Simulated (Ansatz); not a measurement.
# CuO (P1) in Ansatz: further runs

Runs on CuO. Level: LDA+U. Tasks: band structure.

Everything below comes from runs of Ansatz 0.2.0. Logs are shortened: lines on timing, memory, paths and dates and some standing lists are left out, and cuts for length are marked.

## (1) The cell of the first run

The typed cell holds 8 atoms: a = 2.900 Å, b = 5.544 Å, c = 5.643 Å, α = 113.11°, β = 101.64°, γ = 92.01°.

## (2) Band structure, LDA+U (a zone-boundary wave of random shape, sigma 0.4 Å)

Contents of input.yaml:

```yaml
crystal:
  lattice:
    - [2.34185, -1.7113, 0.0]
    - [-1.49182, -1.7113, -5.05787]
    - [2.34185, 5.1339, 0.0]
  atoms:
    - { symbol: Cu, position: [0.32132716, 0.95657656, 0.29054178] }
    - { symbol: Cu, position: [0.67867284, 0.04342344, 0.70945822] }
    - { symbol: Cu, position: [0.3225567, 0.52186451, 0.68364633] }
    - { symbol: Cu, position: [0.6774433, 0.47813549, 0.31635367] }
    - { symbol: O, position: [0.41767164, 0.70732048, 0.00989985] }
    - { symbol: O, position: [0.41392836, 0.79267952, 0.65850015] }
    - { symbol: O, position: [0.22493959, 0.34816805, 0.07342398] }
    - { symbol: O, position: [0.94346041, 0.15183195, 0.25817602] }
hamiltonian:
  xc: lda
  pseudopotentials: { kind: paw }
  hubbard: { sites: [{ species: Cu, l: d, u_eff: 3.0 }] }
kpoints:
  mp_grid: { grid: [9, 5, 5] }
  band_path:
    path:
      - [[0.5, 0.0, 0.0], [0.0, 0.0, 0.0], [0.0, -0.5, 0.0]]
      - [[0.5, -0.5, 0.0], [0.0, 0.0, 0.0], [0.0, 0.5, -0.5]]
      - [[0.5, 0.5, -0.5], [0.0, 0.0, 0.0], [0.0, 0.0, -0.5]]
      - [[0.5, 0.0, -0.5], [0.0, 0.0, 0.0]]
    npoints: 10
scf:
  occupations: { method: fermi_dirac, width: 0.05 }
  n_extra_bands: 20
output:
  forces: true
  stress: true
  eigenvalues: true
  fatbands: false
```

Potentials or basis: Ansatz PAW.

Run with:

```sh
$ ansatz run input.yaml --threads 4 --pin off --max-ram 11264MiB --backend cpu --events-out ev --progress --plain --runs-dir out
```

Output:

```text
Warning: RAYON_NUM_THREADS=4 ignored (pool sized by the plan → 4); use --threads N
Cu: projections on atomic orbitals take those of the free atom [Ne] 3s2 3p6 3d10 4s1, of charge +0.00 (hamiltonian.pseudopotentials.projection_atoms); the dataset's partial waves leave at most 2.0e-6 of an orbital's norm unspanned inside its sphere
O: projections on atomic orbitals take those of the free atom [He] 2s2 2p4, of charge +0.00 (hamiltonian.pseudopotentials.projection_atoms); the dataset's partial waves leave at most 1.9e-8 of an orbital's norm unspanned inside its sphere
scf.n_extra_bands = 20 over 50 filled bands (N_el = 100.0): the run solves 70 bands
Engine: ansatz 0.2.0, aarch64-unknown-linux-gnu
Pseudopotentials: kind: paw
Pseudopotential: Cu, paw, valence charge 19, recommended cutoff 420 eV (normal), Cu.paw.azcp
Pseudopotential: O, paw, valence charge 6, recommended cutoff 420 eV (normal), O.paw.azcp
Functional definition: SPW92
  exchange = slater_x
  correlation = pw_c
Crystal: 8 atoms, lattice volume = 81.080 Å³
Basis set: ecut = 420 eV, 1587 PW (Γ)
Bands: 70, of which v1, the nominal top of the filled ones, is band 50 counted from 1 (49 counted from 0)
Symmetry: 1 space group operations
Space group: P1 (ITA 1), of the structure as read, at distance tolerance 4.3e-5 Å
k-points: 113 of 225 (time reversal used)
Non-local potential: Cu, projectors of the file, l = 0: 3, l = 1: 2, l = 2: 3, l = 3: 1
Non-local potential: O, projectors of the file, l = 0: 2, l = 1: 2, l = 2: 1
PAW form: soft (Blöchl's): semilocal exchange-correlation on the pseudo side does not see the compensation charge
PAW frozen core: Cu, regenerated for the run's functional, and the local potential with it (the file was generated under x = pbe(κ = 0.804, μ = 0.2195149727645171), c = pbe(β = 0.06672455060314922))
PAW frozen core: O, regenerated for the run's functional, and the local potential with it (the file was generated under x = pbe(κ = 0.804, μ = 0.2195149727645171), c = pbe(β = 0.06672455060314922))
PAW one-centre angular grid: Cu, 590 points (default); XC on 64 Gauss nodes
PAW one-centre angular grid: O, 110 points (default); XC on 64 Gauss nodes
Initial density: superposition of atomic densities (chi_scale 0.1, normalization cell, long waves of neutral atoms under a Hubbard term (reshape's long-wave potential 0.33 eV rms, cloud 1.98 Å wide))
Initial wavefunctions: pseudopotential atomic-orbital guess
Functional: x = slater, c = lda
SCF iter   1: F=—  HF=-28426.341959 eV  |F-HF|=—  |Δ(HF+E_count)|=         —  Δρ=1.11e-1  dr2=1.31e1  ethr=3.10e-3  ⟨swp⟩=5.7  Hψ=28526  notcnv=0  defer=156
preconditioner: auto → LDOS  [metal: Δε(μ)=0.009 eV  Ē_g=16.754 eV  σ=0.050 eV  W_gap=0.05  n_scr=34 (ndim 8)  ℏωp=34.0 eV  f_vac=0.012  D(μ)=4.04/eV (n_scr^D=38)  β→1.0]
SCF iter   2: F=—  HF=-28428.459005 eV  |F-HF|=—  |Δ(HF+E_count)|=    2.12e0  Δρ=3.00e-1  dr2=6.18e1  ethr=3.10e-3  ⟨swp⟩=3.0  Hψ=16052  notcnv=0  defer=1407  recentre
SCF iter   3: F=—  HF=-28426.030489 eV  |F-HF|=—  |Δ(HF+E_count)|=    2.43e0  Δρ=9.26e-2  dr2=8.17e0  ethr=3.10e-3  ⟨swp⟩=2.6  Hψ=15848  notcnv=0  defer=1362
SCF iter   4: F=—  HF=-28425.337622 eV  |F-HF|=—  |Δ(HF+E_count)|=   6.93e-1  Δρ=5.93e-2  dr2=3.32e0  ethr=3.10e-3  ⟨swp⟩=2.0  Hψ=9891  notcnv=0  defer=1413
SCF iter   5: F=—  HF=-28424.967317 eV  |F-HF|=—  |Δ(HF+E_count)|=   3.70e-1  Δρ=2.42e-2  dr2=3.15e-1  ethr=3.10e-3  ⟨swp⟩=2.0  Hψ=7237  notcnv=0  defer=1413
SCF iter   6: F=—  HF=-28424.974435 eV  |F-HF|=—  |Δ(HF+E_count)|=   7.12e-3  Δρ=1.84e-2  dr2=1.79e-1  ethr=3.15e-4  ⟨swp⟩=2.8  Hψ=14062  notcnv=0  defer=1399
SCF iter   7: F=—  HF=-28424.981549 eV  |F-HF|=—  |Δ(HF+E_count)|=   7.11e-3  Δρ=1.05e-2  dr2=5.70e-2  ethr=1.79e-4  ⟨swp⟩=2.0  Hψ=9946  notcnv=0  defer=1399
SCF iter   8: F=—  HF=-28424.978899 eV  |F-HF|=—  |Δ(HF+E_count)|=   2.65e-3  Δρ=7.47e-3  dr2=3.25e-2  ethr=5.70e-5  ⟨swp⟩=1.9  Hψ=7508  notcnv=0  defer=1397
SCF iter   9: F=—  HF=-28424.977263 eV  |F-HF|=—  |Δ(HF+E_count)|=   1.64e-3  Δρ=5.49e-3  dr2=1.53e-2  ethr=3.25e-5  ⟨swp⟩=2.6  Hψ=8992  notcnv=0  defer=1397
SCF iter  10: F=—  HF=-28424.975990 eV  |F-HF|=—  |Δ(HF+E_count)|=   1.27e-3  Δρ=2.73e-3  dr2=2.25e-3  ethr=1.53e-5  ⟨swp⟩=1.4  Hψ=8009  notcnv=0  defer=1396
SCF iter  11: F=—  HF=-28424.976181 eV  |F-HF|=—  |Δ(HF+E_count)|=   1.91e-4  Δρ=1.83e-3  dr2=8.80e-4  ethr=2.25e-6  ⟨swp⟩=2.5  Hψ=11186  notcnv=0  defer=1396
SCF iter  12: F=—  HF=-28424.976149 eV  |F-HF|=—  |Δ(HF+E_count)|=   3.18e-5  Δρ=8.54e-4  dr2=3.62e-4  ethr=8.80e-7  ⟨swp⟩=1.2  Hψ=7097  notcnv=0  defer=1396
SCF iter  13: F=—  HF=-28424.976140 eV  |F-HF|=—  |Δ(HF+E_count)|=   8.83e-6  Δρ=8.31e-4  dr2=3.15e-4  ethr=3.62e-7  ⟨swp⟩=2.0  Hψ=11423  notcnv=0  defer=1396
SCF iter  14: F=—  HF=-28424.976103 eV  |F-HF|=—  |Δ(HF+E_count)|=   3.69e-5  Δρ=4.52e-4  dr2=9.27e-5  ethr=3.15e-7  ⟨swp⟩=2.1  Hψ=8569  notcnv=0  defer=1392
SCF iter  15: F=—  HF=-28424.976091 eV  |F-HF|=—  |Δ(HF+E_count)|=   1.20e-5  Δρ=3.18e-4  dr2=5.18e-5  ethr=9.27e-8  ⟨swp⟩=2.8  Hψ=10279  notcnv=0  defer=1392
SCF iter  16: F=—  HF=-28424.976085 eV  |F-HF|=—  |Δ(HF+E_count)|=   6.44e-6  Δρ=1.94e-4  dr2=1.94e-5  ethr=5.18e-8  ⟨swp⟩=1.0  Hψ=6558  notcnv=0  defer=1392
SCF iter  17: F=—  HF=-28424.976083 eV  |F-HF|=—  |Δ(HF+E_count)|=   1.88e-6  Δρ=1.81e-4  dr2=1.84e-5  ethr=1.94e-8  ⟨swp⟩=2.0  Hψ=9020  notcnv=0  defer=1392
SCF iter  18: F=—  HF=-28424.976080 eV  |F-HF|=—  |Δ(HF+E_count)|=   2.28e-6  Δρ=1.05e-4  dr2=6.07e-6  ethr=1.84e-8  ⟨swp⟩=2.3  Hψ=9480  notcnv=0  defer=1392
SCF iter  19: F=—  HF=-28424.976080 eV  |F-HF|=—  |Δ(HF+E_count)|=   4.67e-7  Δρ=6.31e-5  dr2=1.70e-6  ethr=6.07e-9  ⟨swp⟩=1.0  Hψ=6533  notcnv=0  defer=1392
SCF iter  20: F=—  HF=-28424.976080 eV  |F-HF|=—  |Δ(HF+E_count)|=   3.46e-8  Δρ=5.86e-5  dr2=1.59e-6  ethr=1.70e-9  ⟨swp⟩=2.0  Hψ=9502  notcnv=0  defer=1392
SCF iter  21: F=—  HF=-28424.976080 eV  |F-HF|=—  |Δ(HF+E_count)|=   2.10e-7  Δρ=2.85e-5  dr2=3.20e-7  ethr=1.59e-9  ⟨swp⟩=1.0  Hψ=6510  notcnv=0  defer=1392
SCF iter  22: F=-28424.976080 eV  HF=-28424.976080 eV  |F-HF|=5.10e-8  |Δ(HF+E_count)|=   5.13e-8  Δρ=1.27e-5  dr2=6.98e-8  ethr=1.00e-10  ⟨swp⟩=7.8  Hψ=39144  notcnv=0
SCF 1 converged in 22 iterations: F = -28424.976080 eV  dr2 = 6.98e-8
NSCF: frozen V_eff on 74 k-points
SCF converged after 22 iterations
Free energy (F): -28424.976080 eV
Harris-Foulkes:  -28424.976080 eV  (|F-HF|=5.10e-8)
Internal energy: -28424.938967 eV  (E = F + TS)
E sigma→0 (E₀):  -28424.957523 eV
Entropy (-TS):   -0.037113 eV (-4.639 meV/atom)
Fermi energy:    11.347752 eV
--- Per-component energies (eV) ---
  E_band       = -1816.987198
  E_kinetic    = 1900.615238
  E_local      = -20431.045647  (includes V_loc(G=0)·N_el)
  E_nonlocal   = 1798.726883
  E_hartree    = 8876.815309
  E_xc         = -643.861827
  E_vxc        = -831.832050  (∫ρ·V_xc dr)
  E_hubbard    = 2.642925  (on-site DFT+U / exact-exchange correction)
  E_vhub       = -51.755891  (the Hubbard potential's part of the band-sum identity)
  E_paw        = -6963.014029  (= ΣΔE_a)
  E_vpaw       = -1955.347896  (= ΣTr[D̂ρ^β])
  E_aug_tail   = 0.010714  (compensation charges beyond the density's cutoff)
  E_ewald      = -12968.014858
  E_core_change = 2.186326  (= ΣΔE_core)
  E_smearing   = -0.037113  (= −TS)
  E_closure    = -0.000000  (closes the sum)
  Σ components = -28424.976080   (vs F -28424.976080, Δ=0.00e0)
--- Forces (eV/Å), atoms counted from 1 ---
  atom   1  Cu     3.31275056    -0.65985011     2.49679977
  atom   2  Cu     5.05217365    -5.11253364   -13.62392813
  atom   3  Cu     0.29909704     2.03675720     7.65479174
  atom   4  Cu     4.99463844     0.03278947    -2.75825854
  atom   5  O      1.85880738     1.98337596     0.95981010
  atom   6  O     -5.41202479     1.57464205     6.50451750
  atom   7  O     -6.50912529    -1.41363476     2.36574125
  atom   8  O     -3.59616161     1.55842759    -3.59952587
  max |Σ_I F_I| component: 1.55e-4 eV/Å
--- Stress (GPa, compression-positive) ---
       34.606139       1.664542      -2.388626
        1.664548      25.463137      19.398816
       -2.388627      19.398823      63.378614
  P = ⅓ Tr σ = 41.1493 GPa (411.493 kbar)
--- Band table (eV; the first three rows and the last of 113) ---
  k-point 0: bands = ["-100.6211", "-100.2118", "-99.9385", "-99.9225", "-58.7152", "-58.5380", "-58.3595", "-58.2924", "-58.1441", "-58.1028", "-58.0243", "-57.7738", "-57.6923", "-57.6648", "-57.5022", "-57.4565", "-8.9893", "-8.2977", "-6.7580", "-6.3112", "2.4537", "3.4297", "3.7136", "4.4392", "4.6392", "4.8772", "4.9738", "5.4121", "6.0593", "6.2661", "6.5964", "6.7442", "6.9193", "7.1094", "7.2119", "7.3277", "7.7592", "7.9308", "8.0484", "8.2536", "8.3268", "8.6190", "8.9135", "9.4765", "9.7992", "10.4682", "10.6842", "10.8853", "11.0650", "11.4061", "11.5442", "11.7957", "12.0297", "15.8133", "16.2162", "18.3788", "19.8074", "20.9891", "21.2529", "24.4173", "24.5361", "25.2977", "26.4716", "26.6064", "27.5402", "28.3187", "29.1875", "29.4577", "30.1128", "30.5569"]
  k-point 1: bands = ["-100.6210", "-100.2117", "-99.9385", "-99.9224", "-58.7152", "-58.5380", "-58.3595", "-58.2925", "-58.1441", "-58.1028", "-58.0242", "-57.7738", "-57.6923", "-57.6648", "-57.5022", "-57.4566", "-8.9426", "-8.3388", "-6.7815", "-6.3060", "2.4725", "3.4096", "3.7579", "4.3598", "4.5624", "4.9257", "5.0911", "5.4799", "6.0678", "6.2714", "6.5825", "6.7020", "7.0045", "7.0773", "7.1890", "7.3978", "7.7837", "7.9270", "8.0244", "8.2300", "8.2761", "8.6890", "8.8892", "9.2949", "9.7083", "10.4850", "10.5826", "10.8799", "11.0576", "11.2965", "11.5571", "11.9522", "12.3080", "15.6603", "16.1754", "18.2803", "19.9205", "20.7109", "21.9927", "23.9002", "24.3427", "25.3990", "26.1324", "27.1284", "27.6349", "28.4456", "28.6894", "29.4802", "30.0319", "30.3881"]
  k-point 2: bands = ["-100.6209", "-100.2116", "-99.9383", "-99.9223", "-58.7152", "-58.5380", "-58.3595", "-58.2925", "-58.1441", "-58.1028", "-58.0242", "-57.7738", "-57.6923", "-57.6649", "-57.5022", "-57.4566", "-8.8475", "-8.4249", "-6.8174", "-6.2996", "2.5007", "3.4353", "3.7848", "4.0933", "4.7090", "5.0362", "5.1193", "5.5326", "6.1104", "6.3426", "6.5634", "6.7334", "6.9767", "7.0902", "7.2297", "7.4391", "7.8017", "7.8530", "7.9939", "8.1326", "8.2687", "8.6662", "8.8826", "9.0940", "9.6602", "10.4095", "10.5416", "10.8511", "11.0418", "11.0902", "11.6028", "12.1189", "12.9629", "15.0659", "16.2137", "18.1509", "20.0648", "20.9442", "22.5152", "23.6589", "24.0515", "24.8836", "26.1532", "27.0794", "27.6181", "28.5318", "29.0010", "29.4396", "30.0678", "30.4749"]
  k-point 112: bands = ["-100.6206", "-100.2109", "-99.9377", "-99.9220", "-58.7144", "-58.5369", "-58.3652", "-58.2943", "-58.1607", "-58.1032", "-58.0231", "-57.7803", "-57.6914", "-57.6648", "-57.5095", "-57.4653", "-8.5139", "-7.7665", "-6.7541", "-6.0675", "2.5044", "3.5075", "3.8071", "3.9056", "4.1208", "4.5625", "5.0278", "5.8022", "5.8705", "6.1817", "6.2700", "6.8004", "7.0432", "7.1640", "7.3940", "7.7217", "7.9093", "8.1083", "8.2273", "8.2735", "8.4815", "8.6223", "8.8890", "9.2000", "9.5531", "9.8483", "10.1660", "10.4227", "10.7844", "11.1889", "11.5823", "11.9387", "13.9637", "15.5988", "16.5135", "17.5908", "19.3424", "19.5411", "21.0297", "22.1010", "22.4436", "23.7789", "24.5231", "26.2207", "26.4749", "27.4830", "27.6538", "28.5783", "29.4488", "29.9559"]
Occupation matrices written to <dir>
```

Run time: 48 s. Hardware: 4 threads of Arm Neoverse V2, shared host; peak memory 0.87 GiB.

Results:

| Quantity | Value |
| --- | --- |
| Free energy | -28424.9761 eV |
| Pressure | 41.1 GPa |
| Largest force | 15.404 eV/Å |
| Band gap on the k mesh | none (metal or under the smearing width) |

Forces on the atoms (eV/Å):
```
Cu    3.313  -0.660   2.497
Cu    5.052  -5.113 -13.624
Cu    0.299   2.037   7.655
Cu    4.995   0.033  -2.758
O     1.859   1.983   0.960
O    -5.412   1.575   6.505
O    -6.509  -1.414   2.366
O    -3.596   1.558  -3.600
```

Stress tensor (GPa, compression positive):
```
34.61  1.66 -2.39
 1.66 25.46 19.40
-2.39 19.40 63.38
```

Levels at the corners of the path, in eV from the Fermi level:
```tsv
point	band 47	band 48	band 49	band 50	band 51	band 52	band 53	band 54
X	-1.30	-0.73	-0.63	-0.32	-0.04	0.75	2.98	4.35
Γ	-0.66	-0.46	-0.28	0.06	0.20	0.45	0.68	4.47
Y	-1.00	-0.47	-0.38	0.14	0.38	0.62	1.52	2.49
L	-1.33	-0.77	-0.57	-0.15	0.44	0.83	2.73	4.31
Γ	-0.66	-0.46	-0.28	0.06	0.20	0.45	0.68	4.47
Z	-0.78	-0.77	-0.57	-0.38	-0.05	0.58	1.82	2.44
N	-1.06	-1.02	-0.66	-0.34	0.06	0.54	3.12	4.48
Γ	-0.66	-0.46	-0.28	0.06	0.20	0.45	0.68	4.47
M	-0.82	-0.50	-0.33	-0.26	0.26	0.79	1.77	3.56
R	-1.26	-0.99	-0.47	-0.38	-0.09	0.42	2.54	4.42
Γ	-0.66	-0.46	-0.28	0.06	0.20	0.45	0.68	4.47
```

Eigenvalues of the final occupation matrices:
```csv
site,spin,trace,eigenvalues
site 1,1,4.73,0.88 0.93 0.96 0.97 0.99
site 2,1,4.79,0.87 0.96 0.98 0.99 1.00
site 3,1,4.74,0.81 0.97 0.98 0.99 0.99
site 4,1,4.76,0.85 0.96 0.97 0.99 0.99
```

Caveat: a pressure of tens of GPa on the cell as given is suspect, and the run, the potentials or the cell itself is likely at fault; the pressure holds a Pulay correction of +0.9 GPa for the finite cutoff; the run has no spin polarisation, though such a crystal can be magnetic; U without spin polarisation on a metal has little footing; the PAW data sets come from PBE, with cores solved anew for the run's functional, which leaves a small shift of forces and pressure; forces of over 1 eV/Å show positions far from the minimum, so gaps and moduli don't describe the material at rest.

(Continued in part 2 of 3.)
